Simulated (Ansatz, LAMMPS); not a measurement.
# Site preference of N in place of O in amorphous Al2O3 (175 atoms), part 2 of 3

Aim: make N in place of O at several sites of amorphous Al2O3 (175 atoms), relax each, and compare their energies.

Ansatz 0.2.0; Kohn-Sham DFT, PBE, PAW (set soft_2), plane waves.

The cell: 70 Al and 105 O. The quench rate of 50 K/ps far exceeds what a furnace or splat quench reaches. The starting topology of bonds comes from the classical model. The Brillouin zone is sampled at Γ only, in a cell whose shortest periodic width is 12 Å.

So far. Step 2 (Single point at the start): The r.m.s. force at the start is 1.1 eV/Å. Step 3 (Relaxation): The relaxation converged after 31 steps, 14.7 eV below its start, with a largest force component of 0.042 eV/Å.

**4. Single point at the relaxed geometry**

The electronic structure is read at the final geometry, in a run of its own.

input.yaml reads:

```yaml
crystal:
  lattice:
    - [12.179, 0.0, 0.0]
    - [0.0, 12.179, 0.0]
    - [0.0, 0.0, 12.179]
  atoms:
    - { symbol: Al, position: [0.14409, 0.64088, 0.52756] }
    - { symbol: Al, position: [0.33668, 0.00886, 0.86566] }
    - { symbol: Al, position: [0.2856, 0.39198, 0.92215] }
    - { symbol: Al, position: [0.37573, 0.9713, 0.64846] }
    - { symbol: Al, position: [0.98605, 0.3381, 0.98612] }
    - { symbol: Al, position: [0.83927, 0.12987, 0.31898] }
    [... 163 atom lines left out ...]
    - { symbol: O, position: [0.01731, 0.62534, 0.60924] }
    - { symbol: O, position: [0.58299, 0.52574, 0.84873] }
    - { symbol: O, position: [0.46006, 0.43564, 0.44288] }
    - { symbol: O, position: [0.7883, 0.40433, 0.87182] }
    - { symbol: O, position: [0.40083, 0.01811, 0.3409] }
    - { symbol: O, position: [0.70779, 0.38383, 0.4326] }
kpoints:
  mp_grid: { grid: [1, 1, 1] }
hamiltonian:
  xc: pbe
scf:
  occupations: { method: fixed }
output:
  forces: true
  stress: true
  populations: true
  dos:
    method: { smearing: { sigma: 0.15 } }
    de: 0.1
    projected: { site_lists: { Al: [Al], O: [O] } }
  eigenvalues: true
  write_density: true
  write_potential: true
  volumetric_format: npy
  elf: true
```

Command:

```sh
> ansatz run input.yaml --threads 4 --pin off --max-ram 8192MiB --backend cpu --events-out ev --progress --plain --runs-dir out
```

Numbers of over 12 decimals in the logs are rounded to 6 here.

The log of the run:

```text
[...]
Crystal: 175 atoms, lattice volume = 1806.487 Å³
Basis set: ecut = 420 eV, 35513 PW (Γ), exchange–correlation on 180×180×180 points (8 copies of the dense FFT grid, shifted against one another)
Bands: 595, of which v1, the nominal top of the filled ones, is band 420 counted from 1 (419 counted from 0)
Symmetry: 1 space group operations
[...]
k-points: 1
[...]
SCF iter   1: F=—  HF=-97442.065470 eV  |F-HF|=—  |Δ(HF+E_count)|=         —  Δρ=2.57e-3  dr2=1.39e-1  ethr=1.77e-3  ⟨swp⟩=5.0  Hψ=2141  notcnv=0  defer=171
[...]
SCF iter   9: F=-97442.065342 eV  HF=-97442.065342 eV  |F-HF|=1.09e-8  |Δ(HF+E_count)|=   4.60e-9  Δρ=1.41e-6  dr2=3.10e-8  ethr=1.19e-11  ⟨swp⟩=22.0  Hψ=5660  notcnv=0
SCF 1 converged in 9 iterations: F = -97442.065342 eV  dr2 = 3.10e-8
[...]
SCF converged after 9 iterations
Free energy (F): -97442.065342 eV
[...]
Internal energy: -97442.065342 eV  (E = F + TS)
E sigma→0 (E₀):  -97442.065342 eV
Fermi energy:    6.009975 eV
[...]
--- Forces (eV/Å), atoms counted from 1 ---
  atom   1  Al    -0.00400805    -0.00489076    -0.00176165
  atom   2  Al     0.00208502     0.00297392    -0.00476472
  atom   3  Al     0.01206339     0.01712625    -0.00443105
  atom   4  Al     0.00322046    -0.01538666    -0.00422850
  atom   5  Al    -0.00675541    -0.00785164     0.00343166
  atom   6  Al     0.01052073     0.01992014    -0.00084398
  atom   7  Al    -0.01251407    -0.00823498    -0.00075861
  atom   8  Al     0.00903563     0.01626828     0.02805085
  atom   9  Al     0.00182219    -0.00162487     0.00172179
  atom  10  Al    -0.00502968     0.03261626     0.03023062
  atom  11  Al    -0.02096329     0.01628422    -0.01488474
  atom  12  Al     0.00993649    -0.02217246    -0.00695062
  atom  13  Al     0.01921571     0.04219672    -0.00311276
  atom  14  Al    -0.00090049    -0.03041112    -0.00691683
[...]
atom 174  O      0.00180435    -0.00092355     0.00256172
  atom 175  O      0.00277187    -0.00717407    -0.00179516
  max |Σ_I F_I| component: 6.94e-5 eV/Å
--- Stress (GPa, compression-positive) ---
        8.347101      -0.933718       0.234079
       -0.933721       7.621225      -1.221644
        0.234084      -1.221639       8.738646
  P = ⅓ Tr σ = 8.2357 GPa (82.357 kbar)
--- Band table (eV) ---
[...]
--- Löwdin populations: 175 sites ---
  site symbol       q [e]
     0     Al      1.6632
     1     Al      1.6474
     2     Al      1.6071
[...]
174      O      6.8337
  spilling = 0.008400 (of n_electrons = 840.000000)
```

Elapsed: 55 s, on 4 threads of Arm Neoverse V2, shared host; peak memory 2.9 GiB; 3.6 min of CPU time.

Numbers from this run:

```
free energy                                      : -97442.0653 eV
free energy per atom                             : -556.8118 eV/atom
SCF cycles                                       : 9
pressure                                         : 8.236 GPa
r.m.s. force component                           : 0.01005 eV/Å
longest force                                    : 0.04647 eV/Å
Fermi energy                                     : 6.01 eV
gap (highest filled to lowest empty level) : 3.692 eV
spilling of the projection                       : 0.0084
```

**5. N on a site of O, site O118**

The site has 2 bonded neighbours (Al2) at 1.75 Å on average, by cutoffs that count no bonds between two metal atoms or like ions. The change is made in the relaxed cell and the atoms are relaxed again, with spin allowed.

input.yaml reads:

```yaml
crystal:
  lattice:
    - [12.179, 0.0, 0.0]
    - [0.0, 12.179, 0.0]
    - [0.0, 0.0, 12.179]
  atoms:
    [... atom lines 1 to 114 left out ...]
    - { symbol: O, position: [0.82836, 0.08073, 0.15669] }
    - { symbol: O, position: [0.75835, 0.25613, 0.25267] }
    - { symbol: O, position: [0.41849, 0.43965, 0.91426] }
    - { symbol: "N", position: [0.81149, 0.04922, 0.61287], spin: 0.6 }
    - { symbol: O, position: [0.6784, 0.86445, 0.62691] }
    - { symbol: O, position: [0.9034, 0.03191, 0.81615] }
    - { symbol: O, position: [0.57336, 0.52986, 0.05874] }
    [... atom lines 122 to 175 left out ...]
magnetization:
  spin_polarized: true
kpoints:
  mp_grid: { grid: [1, 1, 1] }
hamiltonian:
  xc: pbe
scf:
  occupations: { method: fermi_dirac, width: 0.025 }
  lower_state_search: "off"
output:
  forces: true
  eigenvalues: true
relax:
  f_tol: 0.05
  max_steps: 90
```

The log of the run:

```text
[...]
Crystal: 175 atoms, lattice volume = 1806.487 Å³
Basis set: ecut = 420 eV, 35513 PW (Γ), exchange–correlation on 180×180×180 points (8 copies of the dense FFT grid, shifted against one another)
Bands: 596, of which v1, the nominal top of the filled ones, is band 420 counted from 1 (419 counted from 0)
Symmetry: 1 space group operations
[...]
k-points: 1
[...]
Starting moments: Σ|m| = 1.8 μB on 3 of 175 sites
[...]
SCF iter   1: F=—  HF=-97350.777366 eV  |F-HF|=—  |Δ(HF+E_count)|=         —  Δρ=6.71e-2 (↑6.54e-2 ↓6.71e-2)  dr2=3.38e2  dr2_m=2.65e-1  M=0.002 μB ∫|m|=0.230 μB  β_m=0.30  ethr=3.10e-3  ⟨swp⟩=6.0  Hψ=5135  notcnv=0  defer=127
[...]
spin=Collinear: Resta preconditioning applied to the charge; magnetization (m = ρ↑ − ρ↓) channel mixes plain (no charge-response kernel on spin).
SCF iter   2: F=—  HF=-97274.328312 eV  |F-HF|=—  |Δ(HF+E_count)|=    7.64e1  Δρ=3.09e-2 (↑3.03e-2 ↓3.09e-2)  dr2=7.58e1  dr2_m=2.78e-1  M=1.000 μB ∫|m|=1.065 μB  β_m=0.30  ethr=3.10e-3  ⟨swp⟩=3.0  Hψ=2228  notcnv=0  defer=338
SCF iter   3: F=—  HF=-97256.492954 eV  |F-HF|=—  |Δ(HF+E_count)|=    1.78e1  Δρ=1.75e-2 (↑1.69e-2 ↓1.75e-2)  dr2=1.14e1  dr2_m=1.47e-1  M=1.000 μB ∫|m|=1.059 μB  β_m=0.30  ethr=3.10e-3  ⟨swp⟩=2.0  Hψ=2134  notcnv=0  defer=338
[...]
SCF iter   8: F=—  HF=-97255.574137 eV  |F-HF|=—  |Δ(HF+E_count)|=   1.88e-2  Δρ=8.89e-4 (↑8.60e-4 ↓8.89e-4)  dr2=1.67e-3  dr2_m=1.23e-2  M=1.000 μB ∫|m|=1.064 μB  β_m=0.30  ethr=8.85e-7  ⟨swp⟩=2.0  Hψ=1840  notcnv=0  defer=338
[...]
spin-set hold released at iteration 8 (site moments contracting): the magnetisation degrees of freedom join the quasi-Newton model from the next iteration; the mixer history was flushed
SCF iter   9: F=—  HF=-97255.581056 eV  |F-HF|=—  |Δ(HF+E_count)|=   6.92e-3  Δρ=6.80e-4 (↑6.50e-4 ↓6.80e-4)  dr2=1.05e-3  dr2_m=7.12e-3  M=1.000 μB ∫|m|=1.067 μB  β_m=0.65  ethr=1.99e-7  ⟨swp⟩=2.5  Hψ=1746  notcnv=0  defer=338
[...]
SCF iter  13: F=-97255.591191 eV  HF=-97255.591191 eV  |F-HF|=2.76e-7  |Δ(HF+E_count)|=   1.05e-5  Δρ=1.37e-5 (↑4.97e-6 ↓1.37e-5)  dr2=2.51e-6  dr2_m=9.65e-7  M=1.000 μB ∫|m|=1.083 μB  ethr=1.21e-9  ⟨swp⟩=2.5  Hψ=4299  notcnv=0
SCF 1 converged in 13 iterations: F = -97255.591191 eV  dr2 = 2.51e-6
[...]
relax step   1: F+E_penalty+E_count = -97255.59119078 eV  Δ(F+E_penalty+E_count) = +0.000e0 eV  max|allowed force component| = 2.312e0 eV/Å  Δτ_max = 0.0000 Å  (13 SCF iters, dr2 threshold 6.25e-5 eV, accepted)
[... from here on, the SCF cycles and remarks between the steps are left out ...]
relax step   2: F+E_penalty+E_count = -97255.72646626 eV  Δ(F+E_penalty+E_count) = -1.353e-1 eV  max|allowed force component| = 1.343e0 eV/Å  Δτ_max = 0.0377 Å  (6 SCF iters, dr2 threshold 1.00e-4 eV, accepted)
relax step   3: F+E_penalty+E_count = -97255.83272474 eV  Δ(F+E_penalty+E_count) = -1.063e-1 eV  max|allowed force component| = 3.262e-1 eV/Å  Δτ_max = 0.0670 Å  (6 SCF iters, dr2 threshold 1.00e-4 eV, accepted)
relax step   4: F+E_penalty+E_count = -97255.83470985 eV  Δ(F+E_penalty+E_count) = -1.985e-3 eV  max|allowed force component| = 4.869e-1 eV/Å  Δτ_max = 0.1785 Å  (8 SCF iters, dr2 threshold 6.65e-6 eV, accepted)
relax step   5: F+E_penalty+E_count = -97255.90784824 eV  Δ(F+E_penalty+E_count) = -7.314e-2 eV  max|allowed force component| = 1.178e-1 eV/Å  Δτ_max = 0.0615 Å  (7 SCF iters, dr2 threshold 1.48e-5 eV, accepted)
relax step   6: F+E_penalty+E_count = -97255.87436920 eV  Δ(F+E_penalty+E_count) = +3.348e-2 eV  max|allowed force component| = 3.387e-1 eV/Å  Δτ_max = 0.0934 Å  (10 SCF iters, rejected (line search))
relax step   7: F+E_penalty+E_count = -97255.91667408 eV  Δ(F+E_penalty+E_count) = -8.826e-3 eV  max|allowed force component| = 9.640e-2 eV/Å  Δτ_max = 0.0276 Å  (10 SCF iters, accepted)
relax step   8: F+E_penalty+E_count = -97255.91988064 eV  Δ(F+E_penalty+E_count) = -3.207e-3 eV  max|allowed force component| = 3.177e-2 eV/Å  Δτ_max = 0.0353 Å  (8 SCF iters, accepted)
SCF converged after 8 iterations
Magnetization: 1.0000 μB (420.0000 up, 419.0000 down)
Absolute magnetization: 1.0860 μB (∫|ρ↑−ρ↓|, with the PAW one-centre terms)
[...]
Per-site moments (μB) at R_I (Å): [(7.323828103428322e-8, 0.727018), (-2.5525888278047602e-6, 0.726114), (3.379866162210755e-8, 0.709777), (6.123411709439856e-6, 0.758541), (-1.1510905916337178e-6, 0.715508), [...]
Free energy (F): -97255.919881 eV
[...]
Internal energy: -97255.919881 eV  (E = F + TS)
E sigma→0 (E₀):  -97255.919881 eV
Fermi energy:    7.081983 eV
[...]
Σ components = -97255.919881   (vs F -97255.919881, Δ=0.00e0)
--- Forces (eV/Å), atoms counted from 1 ---
  atom   1  Al    -0.00195032     0.00973904    -0.00684687
  atom   2  Al    -0.00149348    -0.00177655     0.01577384
  atom   3  Al     0.00354648    -0.00511107     0.00370258
  atom   4  Al     0.00099225    -0.00262211    -0.00044543
[...]
atom 175  O     -0.00048654    -0.00241330     0.00816052
  max |Σ_I F_I| component: 9.65e-5 eV/Å
--- Band table (eV) ---
[...]
--- Relaxed structure (8 steps of the walk, 7 accepted, 0 SCFs on fresh bases) ---
  F+E_penalty+E_count = -97255.91988064 eV   max|allowed force component| = 3.177e-2 eV/Å
  atoms:
    - { symbol: Al, position: [0.143388, 0.641225, 0.527310] }
    - { symbol: Al, position: [0.336842, 0.00975239, 0.865824] }
    - { symbol: Al, position: [0.286019, 0.392492, 0.922502] }
    - { symbol: Al, position: [0.374090, 0.970918, 0.647309] }
[...]
- { symbol: O, position: [0.708619, 0.382951, 0.433035] }
```

Wall time 11 min (4 threads); peak memory 5 GiB.

The relaxation converged after 8 steps, 0.329 eV below its start, with a largest force component of 0.032 eV/Å.

A closer look about the N atom, after relaxation: 12 atoms, nearest first, numbered in the order of the input, with positions taken from that point.

| atom | x | y | z | distance (Å) | bonds | moment (μB) |
| --- | --- | --- | --- | --- | --- | --- |
| N118 | 0.00 | 0.00 | 0.00 | 0.00 | 3 | 0.56 |
| Al52 | -1.72 | -0.60 | -0.15 | 1.83 | 4 | 0.00 |
| Al16 | 1.44 | 0.58 | -1.15 | 1.94 | 6 | 0.00 |
| Al51 | -0.55 | 0.15 | 2.08 | 2.15 | 6 | 0.00 |
| O80 | -2.30 | 0.32 | 1.25 | 2.64 | 3 | 0.02 |
| O120 | 1.24 | -0.23 | 2.36 | 2.68 | 3 | 0.01 |
| O162 | 0.23 | 1.72 | -2.08 | 2.71 | 3 | 0.03 |
| O85 | 2.26 | 1.53 | 0.46 | 2.77 | 4 | 0.00 |
| O119 | -1.58 | -2.32 | -0.07 | 2.81 | 3 | 0.02 |
| O135 | -0.13 | 1.99 | 2.05 | 2.86 | 4 | 0.01 |
| O107 | 2.75 | -0.78 | -0.31 | 2.87 | 3 | 0.02 |
| Al27 | 2.68 | -0.06 | 1.30 | 2.98 | 5 | 0.00 |

The column of bonds counts only the pairs O-Al within 2.43 Å, Al-N within 2.25 Å; other neighbours, such as metal atoms beside each other in a compound, aren't counted, and periodic images can show an atom twice.

The largest move is 0.22 Å, by N118.

**6. N on a site of O, site O100**

The site has 4 bonded neighbours (Al4) at 2.02 Å on average. 

Input and log are left out; they have the form of those shown for this kind of step.

It took 11 min on 4 threads of Arm Neoverse V2, shared host; peak memory 5 GiB.

The relaxation converged after 7 steps, 0.288 eV below its start, with a largest force component of 0.037 eV/Å.

The surroundings of the N atom, after relaxation, nearest first, numbered as they follow in the input and with coordinates relative to it.

| atom | x | y | z | distance (Å) | bonds | moment (μB) |
| --- | --- | --- | --- | --- | --- | --- |
| N100 | 0.00 | 0.00 | 0.00 | 0.00 | 3 | 0.52 |
| Al53 | 0.27 | 0.73 | -1.66 | 1.84 | 4 | 0.00 |
| Al50 | -0.66 | 1.30 | 1.19 | 1.88 | 5 | 0.00 |
| Al21 | 0.53 | -1.56 | 1.06 | 1.96 | 5 | 0.00 |
| O136 | -1.24 | -1.55 | 1.45 | 2.46 | 3 | 0.07 |
| O98 | 1.83 | -0.62 | 1.84 | 2.67 | 3 | 0.02 |
| Al13 | -2.50 | -0.92 | 0.38 | 2.69 | 4 | 0.00 |
| O142 | -2.54 | 0.83 | 0.61 | 2.74 | 3 | 0.03 |
| O172 | 2.01 | 1.30 | -1.51 | 2.83 | 3 | 0.02 |
| O77 | 1.36 | 1.92 | 1.58 | 2.84 | 3 | 0.03 |
| O78 | 0.93 | -0.67 | -2.66 | 2.90 | 3 | 0.00 |
| O89 | -0.67 | 2.89 | 0.49 | 3.01 | 3 | 0.00 |
| O146 | 1.04 | -2.83 | -0.15 | 3.02 | 3 | 0.00 |
| O151 | -0.98 | 0.78 | 2.83 | 3.10 | 3 | 0.00 |
| O153 | -0.84 | 1.83 | -2.39 | 3.13 | 3 | 0.00 |

The column of bonds counts only the pairs O-Al within 2.48 Å, Al-N within 2.38 Å; other neighbours, such as metal atoms beside each other in a compound, aren't counted, and periodic images can show an atom twice.

The largest move is 0.24 Å, by N100.

**7. N on a site of O, site O128**

The site has 3 bonded neighbours (Al3) at 1.82 Å on average. 

Input and log are left out; they have the form of those shown for this kind of step.

It took 6.6 min on 4 threads of Arm Neoverse V2, shared host; peak memory 5 GiB.

The relaxation converged after 4 steps, 0.142 eV below its start, with a largest force component of 0.049 eV/Å.

**8. N on a site of O, site O153**

The site has 3 bonded neighbours (Al3) at 1.86 Å on average. 

input.yaml, the sections that differ from step 5:

```yaml
crystal:
  lattice:
    - [12.179, 0.0, 0.0]
    - [0.0, 12.179, 0.0]
    - [0.0, 0.0, 12.179]
  atoms:
    [... atom lines 1 to 149 left out ...]
    - { symbol: O, position: [0.29082, 0.62299, 0.19805] }
    - { symbol: O, position: [0.21843, 0.39069, 0.79512] }
    - { symbol: O, position: [0.05868, 0.57354, 0.41561] }
    - { symbol: "N", position: [0.22707, 0.47766, 0.37055], spin: 0.6 }
    - { symbol: O, position: [0.71256, 0.05235, 0.33266] }
    - { symbol: O, position: [0.56521, 0.20973, 0.42521] }
    - { symbol: O, position: [0.74242, 0.48497, 0.22787] }
    [... atom lines 157 to 175 left out ...]
# magnetization, kpoints, hamiltonian, scf, output, relax: as in step 5
```

The log of the run:

```text
[...]
Crystal: 175 atoms, lattice volume = 1806.487 Å³
Basis set: ecut = 420 eV, 35513 PW (Γ), exchange–correlation on 180×180×180 points (8 copies of the dense FFT grid, shifted against one another)
Bands: 596, of which v1, the nominal top of the filled ones, is band 420 counted from 1 (419 counted from 0)
Symmetry: 1 space group operations
[...]
k-points: 1
[...]
Starting moments: Σ|m| = 2.4 μB on 4 of 175 sites
[...]
SCF iter   1: F=—  HF=-97350.777620 eV  |F-HF|=—  |Δ(HF+E_count)|=         —  Δρ=6.72e-2 (↑6.54e-2 ↓6.72e-2)  dr2=3.37e2  dr2_m=3.11e-1  M=0.005 μB ∫|m|=0.308 μB  β_m=0.30  ethr=3.10e-3  ⟨swp⟩=6.0  Hψ=5133  notcnv=0  defer=121
[...]
spin=Collinear: Kerker preconditioning applied to the charge; magnetization (m = ρ↑ − ρ↓) channel mixes plain (no charge-response kernel on spin).
SCF iter   2: F=—  HF=-97285.111914 eV  |F-HF|=—  |Δ(HF+E_count)|=    6.57e1  Δρ=3.63e-2 (↑3.51e-2 ↓3.63e-2)  dr2=1.17e2  dr2_m=1.44e-1  M=0.021 μB ∫|m|=0.260 μB  β_m=0.30  ethr=3.10e-3  ⟨swp⟩=2.5  Hψ=2211  notcnv=0  defer=338
[...]
SCF iter   4: F=—  HF=-97256.363440 eV  |F-HF|=—  |Δ(HF+E_count)|=    2.01e0  Δρ=1.45e-2 (↑1.30e-2 ↓1.45e-2)  dr2=7.99e0  dr2_m=1.67e-1  M=1.000 μB ∫|m|=1.092 μB  β_m=0.30  ethr=2.10e-3  ⟨swp⟩=2.0  Hψ=2016  notcnv=0  defer=338
[...]
SCF iter   8: F=—  HF=-97255.935816 eV  |F-HF|=—  |Δ(HF+E_count)|=   6.24e-2  Δρ=1.28e-3 (↑1.28e-3 ↓1.26e-3)  dr2=6.38e-3  dr2_m=2.53e-2  M=1.000 μB ∫|m|=1.069 μB  β_m=0.30  ethr=5.85e-6  ⟨swp⟩=2.0  Hψ=1518  notcnv=0  defer=338
[...]
SCF iter  13: F=-97255.971105 eV  HF=-97255.971102 eV  |F-HF|=2.74e-6  |Δ(HF+E_count)|=   6.87e-6  Δρ=7.09e-6 (↑6.59e-6 ↓7.09e-6)  dr2=4.05e-6  dr2_m=4.49e-8  M=1.000 μB ∫|m|=1.090 μB  ethr=5.00e-9  ⟨swp⟩=17.0  Hψ=6960  notcnv=0
SCF 1 converged in 13 iterations: F = -97255.971105 eV  dr2 = 4.05e-6
[...]
relax step   1: F+E_penalty+E_count = -97255.97110512 eV  Δ(F+E_penalty+E_count) = +0.000e0 eV  max|allowed force component| = 1.315e0 eV/Å  Δτ_max = 0.0000 Å  (13 SCF iters, dr2 threshold 6.25e-5 eV, accepted)
[... from here on, the SCF cycles and remarks between the steps are left out ...]
relax step   2: F+E_penalty+E_count = -97256.07192038 eV  Δ(F+E_penalty+E_count) = -1.008e-1 eV  max|allowed force component| = 6.981e-1 eV/Å  Δτ_max = 0.0404 Å  (5 SCF iters, dr2 threshold 1.00e-4 eV, accepted)
relax step   3: F+E_penalty+E_count = -97256.12561993 eV  Δ(F+E_penalty+E_count) = -5.370e-2 eV  max|allowed force component| = 1.366e-1 eV/Å  Δτ_max = 0.0482 Å  (6 SCF iters, dr2 threshold 3.05e-5 eV, accepted)
relax step   4: F+E_penalty+E_count = -97255.69471921 eV  Δ(F+E_penalty+E_count) = +4.309e-1 eV  max|allowed force component| = 1.474e0 eV/Å  Δτ_max = 0.2000 Å  (10 SCF iters, rejected (line search))
relax step   5: F+E_penalty+E_count = -97256.14046827 eV  Δ(F+E_penalty+E_count) = -1.485e-2 eV  max|allowed force component| = 7.809e-2 eV/Å  Δτ_max = 0.0389 Å  (9 SCF iters, accepted)
relax step   6: F+E_penalty+E_count = -97256.13577110 eV  Δ(F+E_penalty+E_count) = +4.697e-3 eV  max|allowed force component| = 1.519e-1 eV/Å  Δτ_max = 0.1000 Å  (9 SCF iters, rejected (line search))
relax step   7: F+E_penalty+E_count = -97256.14233023 eV  Δ(F+E_penalty+E_count) = -1.862e-3 eV  max|allowed force component| = 7.744e-2 eV/Å  Δτ_max = 0.0323 Å  (8 SCF iters, accepted)
relax step   8: F+E_penalty+E_count = -97256.14296038 eV  Δ(F+E_penalty+E_count) = -6.302e-4 eV  max|allowed force component| = 6.031e-2 eV/Å  Δτ_max = 0.0106 Å  (8 SCF iters, accepted)
relax step   9: F+E_penalty+E_count = -97256.14355083 eV  Δ(F+E_penalty+E_count) = -5.904e-4 eV  max|allowed force component| = 3.710e-2 eV/Å  Δτ_max = 0.0063 Å  (7 SCF iters, accepted)
SCF converged after 7 iterations
Magnetization: 1.0000 μB (420.0000 up, 419.0000 down)
Absolute magnetization: 1.0968 μB (∫|ρ↑−ρ↓|, with the PAW one-centre terms)
[...]
Per-site moments (μB) at R_I (Å): [(-0.000292239, 0.730572), (-1.2016589314940812e-7, 0.727327), (-1.8405959854134115e-6, 0.710098), (-5.263580029112083e-7, 0.761498), (2.4093977840536002e-5, [...]
Free energy (F): -97256.143551 eV
[...]
Internal energy: -97256.143551 eV  (E = F + TS)
E sigma→0 (E₀):  -97256.143551 eV
Fermi energy:    6.814558 eV
[...]
Σ components = -97256.143551   (vs F -97256.143551, Δ=0.00e0)
--- Forces (eV/Å), atoms counted from 1 ---
  atom   1  Al     0.00842712     0.00245362     0.00285084
  atom   2  Al    -0.00073300     0.00374598     0.00026256
  atom   3  Al     0.00335863    -0.00267997     0.00286082
  atom   4  Al    -0.00159737     0.00094534     0.00111220
[...]
atom 175  O     -0.00205932     0.00015066     0.00220151
  max |Σ_I F_I| component: 5.02e-5 eV/Å
--- Band table (eV) ---
[...]
--- Relaxed structure (9 steps of the walk, 7 accepted, 0 SCFs on fresh bases) ---
  F+E_penalty+E_count = -97256.14355083 eV   max|allowed force component| = 3.710e-2 eV/Å
  atoms:
    - { symbol: Al, position: [0.142990, 0.641801, 0.527178] }
    - { symbol: Al, position: [0.337171, 0.00855192, 0.865739] }
    - { symbol: Al, position: [0.285754, 0.391479, 0.922569] }
    - { symbol: Al, position: [0.375620, 0.971253, 0.648438] }
[...]
- { symbol: O, position: [0.706832, 0.383106, 0.432548] }
```

Wall time 14 min (4 threads); peak memory 5 GiB; 54 min of CPU time.

The relaxation converged after 9 steps, 0.172 eV below its start, with a largest force component of 0.037 eV/Å.

[end of part 2 of 3]

[Logs are printed without paths, hosts, clocks, repeated set-up lines and the standing remarks that a program may print on its own settings, such as how far it seeks lower states.]

[Hosts, paths, dates, database ids (printed as entryN), source tags and the programs' standing remarks are cut or masked in the printed files.]
